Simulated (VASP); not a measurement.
Ga3Se, 4 atoms in the cell. The structure is cubic, space group Pm-3m (No. 221). Conventional cell: a = 4.378 Å, b = 4.378 Å, c = 4.378 Å, α = 90.00°, β = 90.00°, γ = 90.00°. Ga (site symmetry 4/mmm) is surrounded by 8 Ga at 3.10 Å and 4 Se at 3.10 Å. Around Se (site symmetry m-3m) lie 12 Ga at 3.10 Å. The cell comes from a database or a generator and needn't be the stable form of this composition. The cell isn't the ideal one: In replaced by Ga, lengths x 0.934, strained and moved within the space group.

```yaml
Program: VASP 6.6.1
Task: single point
Functional: PBE
Potentials_or_basis: VASP PAW PBE potentials, release 64 (Ga_d, Se)
Cutoff: 520 eV
k_mesh: 10 × 10 × 10
Occupations: gaussian, width 0.1 eV
Spin: no spin polarisation
Dipole_correction: no
Further_INCAR_settings: ALGO = Fast; EDIFF = 1e-06; NBANDS = 30
```

Potentials or basis: VASP PAW PBE potentials, release 64 (Ga_d, Se).

The run is started by

```console
$ cat potpaw_PBE.64/Ga_d/POTCAR potpaw_PBE.64/Se/POTCAR > POTCAR
$ mpirun -np 1 vasp_std > vasp.out
```

Hardware: 1 thread of Intel(R) Xeon(R) Platinum 8488C (Sapphire Rapids) (shared host).

Task: How long does it take, and how much memory?

Result: Run time: 100 s on 1 thread of Intel(R) Xeon(R) Platinum 8488C (Sapphire Rapids) (shared host), peak memory 0.27 GiB. Counts: scf iterations 12, k points 56.
